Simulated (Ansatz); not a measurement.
Input and command of a plane-wave DFT calculation in Ansatz:

```yaml
crystal:
  lattice:
    - [2.945, 0.0, 0.0]
    - [0.0, 2.945, 0.0]
    - [0.0, 0.0, 2.945]
  atoms:
    - { symbol: Zn, position: [0.5, 0.5, 0.5] }
    - { symbol: Cu, position: [0.0196044234, 0.0196044234, 0.0196044234] }
basis:
  ecutwfc: 420
kpoints:
  mp_grid: { grid: [16, 16, 16] }
hamiltonian:
  xc: pbesol
scf:
  occupations: { method: gaussian, width: 0.15 }
output:
  forces: true
  stress: true
  eigenvalues: true
  write_density: true
  write_potential: true
  elf: true
  volumetric_format: npy
```

```bash
ansatz run input.yaml --threads 1 --pin off --max-ram 2560MiB --backend cpu --events-out ev --progress --plain --runs-dir out
```

Processor: Arm Neoverse V1, 1 thread, on a host shared with other jobs.

How long does it run, and how much memory does it take?

About 30 s on 1 thread of Arm Neoverse V1, with other jobs on the host, peak memory 0.48 GiB. It solves 20 bands at 417 k points (the mesh reduced by symmetry) with about 485 plane waves, in 6 SCF iterations.
